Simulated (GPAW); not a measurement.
# HgTe (Coloradoite) (F-43m) in GPAW: a series of runs

The runs below take HgTe (Coloradoite) through band structure, equation of state, with SOGGA, BLYP, LDA.

All numbers are computed with GPAW 26.7.0; they aren't measurements. Logs are shortened: lines on timing, memory, paths and dates and some standing lists are left out, and cuts for length are marked. The log counts tension as positive stress, the text compression.

**What was measured.**

From a printed reference work, monograph, for a bulk crystal of HgTe: bulk modulus 43 GPa.

How close the calculation comes is told below.

**1. The structure**

Symmetry: F-43m, No. 216, cubic system. Conventional cell: a = 6.429 Å, b = 6.429 Å, c = 6.429 Å, α = 90.00°, β = 90.00°, γ = 90.00°. Hg (site symmetry -43m) has 4 Te at 2.78 Å as nearest neighbours. Around Te (site symmetry -43m) lie 4 Hg at 2.78 Å.

**2. Band structure, SOGGA, spin-orbit coupling, no magnetisation**

run.py reads:

```python
import numpy as np
from ase.dft.bandgap import bandgap
from ase.io import read, write
from ase.units import GPa
from gpaw import GPAW, PW, setup_paths
from gpaw.spinorbit import soc_eigenstates

setup_paths.insert(0, '.')

atoms = read('POSCAR')

calc = GPAW(mode=PW(600),
            xc='GGA_X_SOGGA+GGA_C_PBE_SOL',
            kpts={'size': (6, 6, 6), 'gamma': True},
            occupations={'name': 'fermi-dirac', 'width': 0.05},
            nbands=18,
            convergence={'density': 1e-05, 'energy': 1e-05},
            maxiter=150,
            txt='gpaw.txt')
atoms.calc = calc
energy = atoms.get_potential_energy()
forces = atoms.get_forces()
stress = atoms.get_stress()
calc.write('gs.gpw')
write('result.traj', atoms)
print(f'Energy: {energy:.6f} eV')
print('Forces (eV/A):')
print(forces.round(4))
print('Stress (GPa):', (stress / GPa).round(3))
print('Fermi level:', round(calc.get_fermi_level(), 4), 'eV')
print(f'Gap: {bandgap(calc)[0]:.4f} eV, direct: {bandgap(calc, direct=True)[0]:.4f} eV')

path = atoms.cell.bandpath('GXWKGLUWLK,UX', npoints=100, eps=1e-4)
bs_calc = calc.fixed_density(kpts=path, symmetry='off', nbands=31,
                             convergence={'bands': 'CBM+6.0', 'eigenstates': 1e-6}, txt='bands.txt')
bs = bs_calc.band_structure()
bs.write('bs.json')
print(f'Gap on the path: {bandgap(bs_calc)[0]:.4f} eV')

soc = soc_eigenstates(bs_calc, theta=90, phi=0)
np.savetxt('soc_bands.dat', soc.eigenvalues(), fmt='%.4f')
mesh = soc_eigenstates('gs.gpw', theta=90, phi=0)
np.savetxt('soc_mesh.dat', mesh.eigenvalues(), fmt='%.4f')
print('Fermi level with spin-orbit coupling:', round(mesh.fermi_level, 4), 'eV')
```

POSCAR reads:

```
HgTe
1.0
    0.0000000000      3.2145000000      3.2145000000
    3.2145000000      0.0000000000      3.2145000000
    3.2145000000      3.2145000000      0.0000000000
Hg Te
1 1
Direct
    0.0000000000      0.0000000000      0.0000000000
    0.7500000000      0.7500000000      0.7500000000
```

Potentials or basis: PAW data sets generated in the run's folder for this functional, pw.

Command:

```sh
gpaw-setup -f GGA_X_SOGGA+GGA_C_PBE_SOL Hg Te
OMP_NUM_THREADS=1 python run.py
```

gpaw.txt:

```text
__  _  _
 | _ |_)|_||  |
 |__||  | ||/\| - 26.7.0

Input parameters:
  mode=PW(ecut=600.0),
  convergence={'density': 1e-05, 'energy': 1e-05},
  kpts=MonkhorstPack(size=(6, 6, 6), gamma=True),
  maxiter=150,
  nbands=18,
  occupations=Occupations(name='fermi-dirac', width=0.05),
  xc=XC(name='GGA_X_SOGGA+GGA_C_PBE_SOL')

Diagonalizing LCAO Hamiltonian
Converting LCAO to pw mode

                      Te

       Hg

Atoms  # Å, Bohr magnetons
|   | symbol |        x |        y |        z |    initial magnetic moments |
|---|--------|----------|----------|----------|-----------------------------|
| 0 |     Hg | 0.000000 | 0.000000 | 0.000000 | ( 0.0000,  0.0000,  0.0000) |
| 1 |     Te | 4.821750 | 4.821750 | 4.821750 | ( 0.0000,  0.0000,  0.0000) |

Unit cell  # Å
| periodic |        x |        y |        z |  lengths |    angles |
|----------|----------|----------|----------|----------|-----------|
|      yes | 0.000000 | 3.214500 | 3.214500 | 4.545989 | 60.000000 |
|      yes | 3.214500 | 0.000000 | 3.214500 | 4.545989 | 60.000000 |
|      yes | 3.214500 | 3.214500 | 0.000000 | 4.545989 | 60.000000 |

Number of symmetries: 24
Symmetry operations  # r_c * U_cc + t_c -> r_c
|    | kind |            matrix            |
|----|------|------------------------------|
|  0 |  E   |  1, 0, 0,  0, 1, 0,  0, 0, 1 |
|  1 |  σ   |  1, 0, 0,  0, 0, 1,  0, 1, 0 |
|  2 |  σ   |  1, 0,-1,  0, 1,-1,  0, 0,-1 |
|  3 |  C3  |  1, 0,-1,  0, 0,-1,  0, 1,-1 |
|  4 |  C3  |  1,-1, 0,  0,-1, 1,  0,-1, 0 |
|  5 |  σ   |  1,-1, 0,  0,-1, 0,  0,-1, 1 |
|  6 |  σ   |  0, 1, 0,  1, 0, 0,  0, 0, 1 |
|  7 |  C3  |  0, 1, 0,  0, 0, 1,  1, 0, 0 |
|  8 |  C2  |  0, 1,-1,  1, 0,-1,  0, 0,-1 |
|  9 |  S4  |  0, 1,-1,  0, 0,-1,  1, 0,-1 |
| 10 |  C3  |  0, 0, 1,  1, 0, 0,  0, 1, 0 |
| 11 |  σ   |  0, 0, 1,  0, 1, 0,  1, 0, 0 |
| 12 |  S4  |  0, 0,-1,  1, 0,-1,  0, 1,-1 |
| 13 |  C3  |  0, 0,-1,  0, 1,-1,  1, 0,-1 |
| 14 |  S4  |  0,-1, 1,  1,-1, 0,  0,-1, 0 |
| 15 |  C2  |  0,-1, 1,  0,-1, 0,  1,-1, 0 |
| 16 |  C3  |  0,-1, 0,  1,-1, 0,  0,-1, 1 |
| 17 |  S4  |  0,-1, 0,  0,-1, 1,  1,-1, 0 |
| 18 |  S4  | -1, 1, 0, -1, 0, 1, -1, 0, 0 |
| 19 |  C3  | -1, 1, 0, -1, 0, 0, -1, 0, 1 |
| 20 |  C3  | -1, 0, 1, -1, 1, 0, -1, 0, 0 |
| 21 |  S4  | -1, 0, 1, -1, 0, 0, -1, 1, 0 |
| 22 |  σ   | -1, 0, 0, -1, 1, 0, -1, 0, 1 |
| 23 |  C2  | -1, 0, 0, -1, 0, 1, -1, 1, 0 |

BZ-sampling:
  Number of BZ points: 216
  Number of IBZ points: 16

  Monkhorst-Pack size: [6, 6, 6]
  Monkhorst-Pack shift: [0.08333333333333333, 0.08333333333333333, 0.08333333333333333]

K-points  # in reciprocal-cell coordinates
|     |                                coordinates |     weight |
|-----|--------------------------------------------|------------|
|   0 | (  0.00000000,   0.00000000,   0.00000000) | 0.00462963 |
|   1 | (  0.16666667,   0.16666667,   0.00000000) | 0.02777778 |
|   2 | (  0.16666667,   0.16666667,   0.16666667) | 0.03703704 |
|   3 | (  0.33333333,   0.16666667,   0.16666667) | 0.05555556 |
|   4 | (  0.33333333,   0.33333333,  -0.33333333) | 0.05555556 |
|   5 | (  0.33333333,   0.33333333,   0.00000000) | 0.02777778 |
|   6 | (  0.33333333,   0.33333333,   0.16666667) | 0.11111111 |
|   7 | (  0.33333333,   0.33333333,   0.33333333) | 0.03703704 |
|   8 | (  0.50000000,   0.33333333,  -0.33333333) | 0.11111111 |
|   9 | (  0.50000000,   0.33333333,  -0.16666667) | 0.05555556 |
| ... |                                            |            |
|  15 | (  0.50000000,   0.50000000,   0.50000000) | 0.01851852 |

Plane wave coefficients: 2252
Cutoff: 600.0 eV

Spin-components: 1 (collinear spins)
Bands:           18
Projectors:      11
Spin-degeneracy: 2
Datatype:        complex128

Parallelization:
  kpt:    1
  domain: 1
  band:   1

Density:
  Valence electrons: 24.0
  Components: 1
  Grid points: [27 27 27]
  Charge: 0.0  # |e|

Potential:
  Grid points: [27 27 27]

species:
  Hg:
    name:    Mercury
    Z:       80.0
    valence: 18
    core:    62
    charge:  0.0  # [|e|]
    compensation charges:
      type: gauss
      rc: 0.41  # [Å]
      lmax: 2
    cutoffs:
      filter: 2.17  # [Å]
      core: 2.06  # [Å]
    projectors
    | kind |    occ | energy [eV] | rcut [Å] |
    |------|--------|-------------|----------|
    |   6s |  2.000 |      -6.848 |    1.307 |
    |   5p |  6.000 |     -66.604 |    1.291 |
    |   6p |  0.000 |      -1.022 |    1.291 |
    |   5d | 10.000 |      -9.923 |    1.302 |
    |    s |        |      20.364 |    1.307 |
    |    d |        |      17.289 |    1.302 |

    Using partial waves for Hg as LCAO basis

  Te:
    name:    Tellurium
    Z:       52.0
    valence: 6
    core:    46
    charge:  0.0  # [|e|]
    compensation charges:
      type: gauss
      rc: 0.36  # [Å]
      lmax: 2
    cutoffs:
      filter: 2.09  # [Å]
      core: 3.17  # [Å]
    projectors
    | kind |    occ | energy [eV] | rcut [Å] |
    |------|--------|-------------|----------|
    |   5s |  2.000 |     -15.144 |    1.180 |
    |   5p |  4.000 |      -5.980 |    1.196 |
    |    s |        |      12.068 |    1.180 |
    |    p |        |      21.232 |    1.196 |
    |    d |        |       0.000 |    1.238 |

    Using partial waves for Te as LCAO basis

Reference energy: -717720.683934  # eV

eigensolver:
  PPCG
  Converge bands: occupied
  niter=2

density mixing:
  MSR1-Mixer
  Pratt-step length: 0.05
  Maximum mixing coefficient: 0.75
  Old densities: 10
  SVD Regularization: 0.005
  Good broyden scale: 1.0
  Trust region scale: 1.0
  Backstep threshold: 4.0
  History deletion threshold: 6.0
  Fourier metric: weight=20.0, sigma=0.015

occupation numbers:
  Fermi-Dirac:
    width: 0.0500  # eV

poisson solver:
  ecut: 4800.0  # eV

xc functional:
  name: GGA_X_SOGGA+GGA_C_PBE_SOL with 2 nearest neighbor stencil

convergence criteria:
- Maximum integral of absolute [dens]ity change: 1e-05 electrons / valence electron
- Maximum [total energy] change in last 3 cyles: 1e-05 eV / valence electron
- Maximum integral of absolute [eigenst]ate change: 4e-08 eV^2 / valence electron
maximum number of iterations: 150

SCF iterations
|iter     | |      energy | eigst |  dens |
|---------|-|-------------|-------|-------|
|iter:   1| |   -5.472683 | -0.08 |       |
|iter:   2| |   -5.430411 | -2.04 | -1.44 |
|iter:   3| |   -5.311099 | -1.99 | -1.48 |
|iter:   4| |   -5.320059 | -2.76 | -1.88 |
|iter:   5| |   -5.325378 | -3.10 | -2.22 |
|iter:   6| |   -5.325608 | -4.52 | -3.37 |
|iter:   7| |   -5.325647 | -5.05 | -3.74 |
|iter:   8| |   -5.325647c| -6.70 | -4.34 |
|iter:   9| |   -5.325647c| -7.28 | -4.98 |
|iter:  10| |   -5.325647c| -7.99c| -5.65c|

Converged in 10 steps
Energy contributions relative to reference atoms: (reference = -717720.683934)

Energy contributions:
  Kinetic:          29.171994
  Coulomb:         -24.188995
  Zero:             -2.053140
  External:          0.000000
  Xc:               -8.255034
  Entropy:          -0.000945
  Spinorbit:         0.000000
  ----------------------------
  Free energy:      -5.326120
  Extrapolated:     -5.325647

dipole moment: (-17.538910, -17.538910, -17.538910)  # |e|*Ang

Fermi level: 4.581
Eigenvalues  # (at kpt = [0.000, 0.000, 0.000])
| band index |      eig [eV] | occ [0-2] |
|------------|---------------|-----------|
|          0 |       -58.996 |     2.000 |
|        ... |               |           |
|          5 |        -3.002 |     2.000 |
|          6 |        -3.002 |     2.000 |
|          7 |        -2.470 |     2.000 |
|          8 |        -2.470 |     2.000 |
|          9 |         3.890 |     2.000 |
|         10 |         4.545 |     1.346 |
|         11 |         4.545 |     1.346 |
|         12 |         4.545 |     1.346 |
|         13 |         8.727 |     0.000 |
|         14 |         8.727 |     0.000 |
|         15 |         8.727 |     0.000 |
|         16 |        10.905 |     0.000 |
|         17 |        14.243 |     0.000 |

No gap
No difference between direct/indirect transitions

Forces  # eV/Ang
|        x |        y |        z |
|----------|----------|----------|
| -0.00000 |  0.00000 | -0.00000 |  # Hg   0
| -0.00000 | -0.00000 | -0.00000 |  # Te   1

Stress tensor  # eV/Ang^3
|         x |         y |         z |
|-----------|-----------|-----------|
| -0.010357 |  0.000000 |  0.000000 |
|  0.000000 | -0.010357 |  0.000000 |
|  0.000000 |  0.000000 | -0.010357 |

# Writing to gs.gpw (mode='')
```

It took 34 s on 1 thread of AMD EPYC 9R45 (Zen 5), shared host; peak memory 0.38 GiB.

Results:

| Quantity | Value |
| --- | --- |
| Free energy | -5.3261 eV |
| Pressure | 1.7 GPa |
| Band gap along the path | none (metal or under the smearing width) |

Levels at the corners of the path, in eV from the Fermi level:
| point | band 21 | band 22 | band 23 | band 24 | band 25 | band 26 | band 27 | band 28 |
| --- | --- | --- | --- | --- | --- | --- | --- | --- |
| Γ | -0.88 | -0.88 | -0.01 | -0.01 | -0.01 | -0.01 | 3.00 | 3.00 |
| X | -2.78 | -2.77 | -2.61 | -2.61 | 1.59 | 1.59 | 2.04 | 2.04 |
| W | -3.29 | -3.04 | -2.93 | -2.87 | 2.65 | 3.13 | 4.17 | 4.23 |
| K | -3.37 | -3.36 | -2.28 | -2.25 | 1.83 | 1.99 | 3.60 | 3.70 |
| Γ | -0.88 | -0.88 | -0.01 | -0.01 | -0.01 | -0.01 | 3.00 | 3.00 |
| L | -1.65 | -1.65 | -1.02 | -1.02 | 0.38 | 0.38 | 4.42 | 4.42 |
| U | -3.37 | -3.36 | -2.28 | -2.25 | 1.83 | 1.99 | 3.60 | 3.70 |
| W | -3.29 | -3.04 | -2.93 | -2.87 | 2.65 | 3.13 | 4.17 | 4.23 |
| L | -1.65 | -1.65 | -1.02 | -1.02 | 0.38 | 0.38 | 4.42 | 4.42 |
| K | -3.37 | -3.36 | -2.28 | -2.25 | 1.83 | 1.99 | 3.60 | 3.70 |
| U | -3.37 | -3.36 | -2.28 | -2.25 | 1.83 | 1.99 | 3.60 | 3.70 |
| X | -2.78 | -2.77 | -2.61 | -2.61 | 1.59 | 1.59 | 2.04 | 2.04 |

Caveat: spin-orbit coupling was added after a scalar SCF, so levels and gaps hold it while energy, forces, pressure and moments don't; this program's spin-orbit splittings come out too wide for heavy elements.

**3. Equation of state, BLYP**

run.py reads:

```python
from ase.eos import EquationOfState
from ase.io import Trajectory
from ase.spacegroup import crystal
from ase.units import GPa
from gpaw import GPAW, PW, setup_paths

setup_paths.insert(0, '.')

# Hg 4a
# Te 4c
atoms = crystal(['Hg', 'Te'],
                basis=[[0.0, 0.0, 0.0],
                       [0.25, 0.25, 0.25]],
                spacegroup=216, setting=1,  # F-43m
                cellpar=[6.429, 6.429, 6.429, 90.0, 90.0, 90.0],
                primitive_cell=True)

traj = Trajectory('eos.traj', 'w')
volumes, energies = [], []
for x in [0.94, 0.96, 0.98, 1.0, 1.02, 1.04, 1.06]:
    a = atoms.copy()
    a.set_cell(atoms.cell * x**(1 / 3), scale_atoms=True)
    calc = GPAW(mode=PW(600),
                xc='BLYP',
                kpts={'size': (6, 6, 6), 'gamma': True},
                occupations={'name': 'fermi-dirac', 'width': 0.05},
                nbands=18,
                convergence={'density': 1e-05, 'energy': 1e-05},
                eigensolver='davidson',
                maxiter=150,
                txt=f'eos-{x:.2f}.txt')
    a.calc = calc
    energies.append(a.get_potential_energy(force_consistent=True))
    volumes.append(a.get_volume())
    p = -a.get_stress()[:3].mean() / GPa
    calc.write(f'eos-{x:.2f}.gpw')
    traj.write(a)
    print(f'{x:.2f} {volumes[-1]:10.4f} A^3 {energies[-1]:14.6f} eV {p:9.3f} GPa', flush=True)

v0, e0, B = EquationOfState(volumes, energies, eos='birchmurnaghan').fit()
print(f'V0 = {v0:.4f} A^3, E0 = {e0:.6f} eV, B0 = {B / GPa:.2f} GPa')
```

Potentials or basis: PAW data sets generated in the run's folder for this functional, pw.

Command:

```sh
gpaw-setup -f BLYP Hg Te
OMP_NUM_THREADS=1 python run.py
```

It took 45 s on 1 thread of AMD EPYC 9R45 (Zen 5), shared host; peak memory 0.3 GiB.

Results (log left out):

```yaml
Equilibrium_volume: outside the volumes run
```

Energy against volume, from the lowest point:
| volume (Å³/atom) | energy (meV/atom) |
| --- | --- |
| 31.223 | 197.17 |
| 31.887 | 150.31 |
| 32.551 | 109.85 |
| 33.215 | 75.13 |
| 33.880 | 45.59 |
| 34.544 | 20.70 |
| 35.208 | 0.00 |

Spin-orbit coupling is left out, which matters for the levels of Hg, Te.

(Part 1 of 2 ends here.)
